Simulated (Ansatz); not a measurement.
System: LiH (rock salt type), 2 atoms in the cell.

```
Li H
1.0
     0.00000    2.01000    2.01000
     2.01000    0.00000    2.01000
     2.01000    2.01000    0.00000
Li H
1 1
Direct
  0.00000 0.00000 0.00000
  0.50000 0.50000 0.50000
```

These are results of PBE, plane waves, all-electron PAW datasets generated for the crystal, point nucleus (Ansatz), not measurements.

Cutoff 200 eV; k-mesh 6×6×6 Γ-centred; Fermi–Dirac smearing of 0.02 eV; no spin polarisation.

How large is the gap on this mesh, is it direct, and where do the band edges lie (fractions of the reciprocal vectors of this cell)?

2.99 eV, direct at (0.000, -0.500, -0.500).

List the levels near the gap at (0.000, 0.000, 0.000), (0.000, 0.167, -0.500), (0.000, 0.167, -0.167), (0.000, 0.333, 0.333), (0.000, -0.500, -0.500), in eV from the top of the valence band (v1 is the highest filled band, c1 the lowest empty one).


```
                      k      v2     v1     c1     c2
  (0.000, 0.000, 0.000)  -44.28  -5.41  15.98  17.79
 (0.000, 0.167, -0.500)  -44.23  -2.20   5.27  10.48
 (0.000, 0.167, -0.167)  -44.25  -4.12  10.71  10.99
  (0.000, 0.333, 0.333)  -44.23  -2.65   7.32  11.76
(0.000, -0.500, -0.500)  -44.22   0.00   2.99  10.77
```

A gap read on the mesh is an upper bound of this method's gap, since the mesh can miss a band edge. Semilocal functionals give gaps that mostly lie well below measured ones.
